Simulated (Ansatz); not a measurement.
Molecular dynamics on a 2×2×2 supercell (16 atoms) of KBr (rocksalt), relaxed with r2SCAN. Forces come from PBE in Ansatz: a Nosé-Hoover thermostat at fixed volume, 1000 K, steps of 2 fs. Spin polarisation is off, nuclei are classical, and the run is far too short for thermal averages.

```yaml
crystal:
  lattice:
    - [0.0, 6.6044956402, 6.6044956402]
    - [6.6044956402, 0.0, 6.6044956402]
    - [6.6044956402, 6.6044956402, 0.0]
  atoms:
    - { symbol: K, position: [0.0, 0.0, 0.0] }
    - { symbol: Br, position: [0.25, 0.25, 0.25] }
    - { symbol: K, position: [0.0, 0.0, 0.5] }
    - { symbol: Br, position: [0.25, 0.25, 0.75] }
    - { symbol: K, position: [0.0, 0.5, 0.0] }
    - { symbol: Br, position: [0.25, 0.75, 0.25] }
    - { symbol: K, position: [0.0, 0.5, 0.5] }
    - { symbol: Br, position: [0.25, 0.75, 0.75] }
    - { symbol: K, position: [0.5, 0.0, 0.0] }
    - { symbol: Br, position: [0.75, 0.25, 0.25] }
    - { symbol: K, position: [0.5, 0.0, 0.5] }
    - { symbol: Br, position: [0.75, 0.25, 0.75] }
    - { symbol: K, position: [0.5, 0.5, 0.0] }
    - { symbol: Br, position: [0.75, 0.75, 0.25] }
    - { symbol: K, position: [0.5, 0.5, 0.5] }
    - { symbol: Br, position: [0.75, 0.75, 0.75] }
kpoints:
  mp_grid: { grid: [2, 2, 2] }
hamiltonian:
  xc: pbe
scf:
  occupations: { method: fermi_dirac, width: 0.086 }
md:
  ensemble: nvt_nose_hoover
  temperature: 1000
  timestep: 2.0
  n_steps: 30
  initial_velocities: maxwell_boltzmann
  seed: 5153
```

Command: `ansatz run input.yaml --threads 4 --pin off --max-ram 3686MiB --backend cpu --events-out ev --progress --plain --runs-dir out`. Wall time 120 s on 4 threads of Arm Neoverse V1, with other jobs on the host; peak host memory 1.5 GiB.

| step | t (fs) | T (K) | free energy F from step 0 (meV/atom) | kinetic energy (meV/atom) | largest force (eV/Å) |
| --- | --- | --- | --- | --- | --- |
| 0 | 0 | 1000 | 0.0 | 121.2 | 0.00 |
| 1 | 2 | 999 | 0.1 | 121.0 | 0.04 |
| 2 | 4 | 995 | 0.6 | 120.6 | 0.08 |
| 3 | 6 | 990 | 1.2 | 119.9 | 0.12 |
| 4 | 8 | 982 | 2.2 | 119.0 | 0.16 |
| 5 | 10 | 972 | 3.4 | 117.8 | 0.20 |
| 6 | 12 | 960 | 4.9 | 116.3 | 0.23 |
| 7 | 14 | 946 | 6.5 | 114.7 | 0.27 |
| 8 | 16 | 931 | 8.4 | 112.8 | 0.30 |
| 9 | 18 | 914 | 10.5 | 110.7 | 0.34 |
| 10 | 20 | 895 | 12.8 | 108.4 | 0.37 |
| 11 | 22 | 875 | 15.3 | 106.0 | 0.41 |
| 12 | 24 | 853 | 17.9 | 103.4 | 0.44 |
| 13 | 26 | 831 | 20.7 | 100.7 | 0.47 |
| 14 | 28 | 808 | 23.6 | 97.9 | 0.50 |
| 15 | 30 | 783 | 26.6 | 94.9 | 0.54 |
| 16 | 32 | 759 | 29.7 | 91.9 | 0.57 |
| 17 | 34 | 733 | 32.9 | 88.9 | 0.60 |
| 18 | 36 | 708 | 36.1 | 85.8 | 0.63 |
| 19 | 38 | 682 | 39.4 | 82.7 | 0.66 |
| 20 | 40 | 657 | 42.6 | 79.6 | 0.68 |
| 21 | 42 | 631 | 45.9 | 76.5 | 0.71 |
| 22 | 44 | 607 | 49.1 | 73.5 | 0.73 |
| 23 | 46 | 582 | 52.3 | 70.5 | 0.76 |
| 24 | 48 | 558 | 55.4 | 67.7 | 0.78 |
| 25 | 50 | 536 | 58.4 | 64.9 | 0.80 |
| 26 | 52 | 514 | 61.3 | 62.2 | 0.82 |
| 27 | 54 | 493 | 64.1 | 59.7 | 0.83 |
| 28 | 56 | 473 | 66.8 | 57.3 | 0.84 |
| 29 | 58 | 454 | 69.3 | 55.1 | 0.85 |
| 30 | 60 | 437 | 71.8 | 53.0 | 0.86 |

The temperature goes from 1000 K to 437 K in 60 fs. The thermostat hasn't had time to restore it. The atoms start on their lattice sites with kinetic energy alone, so much of it first passes into potential energy. By the last step the atoms have moved 0.33 Å in the root mean square, the drift of the whole cell taken out, 0.63 Å at most.

Positions (Å) and forces (eV/Å) at step 30:
```
K    0.054   0.025   0.228    -0.038  -0.011  -0.327
Br   3.532   3.112   2.992    -0.326   0.424   0.598
K    3.292   3.532   0.062     0.176  -0.108  -0.529
Br   6.395   6.545   3.486     0.147  -0.003  -0.026
K    3.028   0.110   3.080     0.381  -0.393   0.350
Br   6.602   3.204   6.600    -0.045  -0.346   0.069
K    6.625   3.442   3.235     0.081  -0.464   0.064
Br  10.150   7.008   6.633    -0.278  -0.665  -0.065
K    0.272   3.021   3.400    -0.326   0.401  -0.098
Br   3.256   6.779   6.613     0.034  -0.227  -0.157
K    3.151   6.446   3.414    -0.088   0.143  -0.039
Br   6.640  10.008   6.538    -0.133  -0.025   0.055
K    3.094   3.344   6.895     0.374   0.382  -0.120
Br   6.359   6.632   9.632     0.229  -0.147   0.361
K    6.993   6.100   6.677    -0.234   0.819  -0.102
Br   9.859   9.743  10.062     0.047   0.219  -0.035
```
